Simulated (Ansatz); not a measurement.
Bi (puckered monolayer): an Ansatz output whose functional has been blanked. The cell was relaxed with r2SCAN and then strained (uniaxial -1.0 % along y, other directions held), with the atoms relaxed again with r2SCAN; k points keep the names of the unstrained zone.

```
Bi
1.0
     5.11825    0.00000    0.00000
     0.00000    4.47450    0.00000
     0.00000    0.00000   29.35979
Bi
4
Direct
  0.04613 0.00000 0.37379
  0.45387 0.50000 0.37379
  0.54613 0.50000 0.27336
  0.95387 0.00000 0.27336
```
The sheet repeats along a and b alone.

```
scf.n_extra_bands = 5 over 30 filled bands (N_el = 60.0): the run solves 35 bands
Crystal: 4 atoms, lattice volume = 672.387 Å³
Basis set: ecut = 500 eV, 17077 PW (Γ)
Symmetry: 8 space group operations
Space group: Pmna (ITA 53)
k-points: 16 of 36
SCF converged after 7 iterations
Free energy (F): -49643.730189 eV
Fermi energy:    -3.772860 eV
--- Per-component energies (eV) ---
  E_band       = -1280.895953
  E_kinetic    = 1205.052053
  E_local      = -85233.096503
  E_nonlocal   = 2242.561617
  E_hartree    = 41134.034941
  E_xc         = -560.192709
  E_vxc        = -622.353743
  E_paw        = -42756.281690
  E_vpaw       = -1185.067211
  E_vtau       = 43.950672
  E_ewald      = 34320.691003
  E_core_change = 3.502189
--- Forces (eV/Å), atoms counted from 1 ---
  atom   1  Bi      0.04476      0.00000      0.03674
  atom   2  Bi    -0.04476      0.00000      0.03674
  atom   3  Bi      0.04476      0.00000    -0.03674
  atom   4  Bi    -0.04476      0.00000    -0.03674
--- 2D stress c σ (N/m, compression-positive) ---
        0.104680       0.000000       0.000000
        0.000000       0.413466       0.000000
        0.000000       0.000000       0.000000
  P = ½ c Tr σ = 0.2591 N/m
--- Band table (eV; the first three rows and the last of 16) ---
  k-point 0: bands = […, -7.6068, -6.9958, -6.3146, -5.5498, -4.9937, -4.1439, -3.4097, -1.3382 (-1.3381°), -1.2884 (-1.2883°), -0.9146, …]
  k-point 1: bands = […, -7.4146, -6.7753, -6.4839, -5.3677, -5.1982, -4.3766, -3.2139, -2.0471, -1.4661 (-1.4660°), -0.6726, …]
  k-point 2: bands = […, -6.8722, -6.4576, -6.1720, -5.3181, -5.1365, -5.0359, -3.2333, -2.7327, -2.5234, -1.9515, …]
  k-point 15: bands = […, -8.1904, -8.1904, -7.0610, -7.0610, -5.5969, -5.5969, -1.5467, -1.5467, 0.5628, 0.5628, …]
```

Levels at the listed points, from bands.tsv (eV from the Fermi energy, bands near the gap, counted from 0):
```tsv
# k_distance	band_25	band_26	band_27	band_28	band_29	band_30	band_31	band_32	band_33
# fermi_ev = -3.772860
# [0, 0, 0] at k_distance = 0.000000
# [0.5, 0, 0] at k_distance = 0.613802
# [0.5, 0.5, 0] at k_distance = 1.315912
# [0, 0.5, 0] at k_distance = 1.929714
# [0.4, 0, 0] at k_distance = 2.786500
# [0.398519, -0.026042, 0] at k_distance = 2.823113
# levels_relative_to = fermi_ev
0.000	-3.223	-2.542	-1.777	-1.221	-0.371	0.363	2.435	2.484	2.858
0.614	-2.463	-1.262	-1.262	-0.748	-0.748	0.799	0.799	1.743	1.743
1.316	-4.418	-3.288	-3.288	-1.824	-1.824	2.226	2.226	4.336	4.336
1.930	-2.431	-1.828	-1.828	-1.716	-1.716	0.710	0.710	1.035	1.035
2.787	-1.967	-1.635	-1.478	-1.005	0.030	0.069	1.487	1.539	1.550
2.823	-1.958	-1.861	-1.273	-1.106	-0.013	0.167	1.419	1.515	1.607
```
In order the rows are Γ, X, S, Y, Γ–X (0.80), (0.399, -0.026, 0).

Task: Which level of theory was used?
A. r2SCAN
B. PBE
C. LDA
D. PBE0

Result: A. r2SCAN. The term E_vtau belongs to a meta-GGA, which reads the kinetic-energy density. There is no exchange loop, so no exact exchange. r2SCAN shows no clear gap: PBE's bands cross or nearly cross beside Γ–X (0.80 of the way from Γ), and the 0.04 eV read at that one point says little, since a crossing moves with the functional. The log narrows the family; the member has to be judged from the numbers.

Run as `ansatz run input.yaml --threads 4 --pin off --max-ram 5529MiB --backend cpu --events-out ev --progress --plain --runs-dir out`. Wall time 16 s on 4 threads of Intel(R) Xeon(R) Platinum 8488C (Sapphire Rapids), on a shared host; peak host memory 2.4 GiB.

Spin-unpolarised throughout. Whether this structure exists isn't addressed.

Spin-orbit coupling is left out; in compounds of Pb, Bi, Tl or Hg it can lower a gap by up to about 1 eV, split its edges or invert the bands.
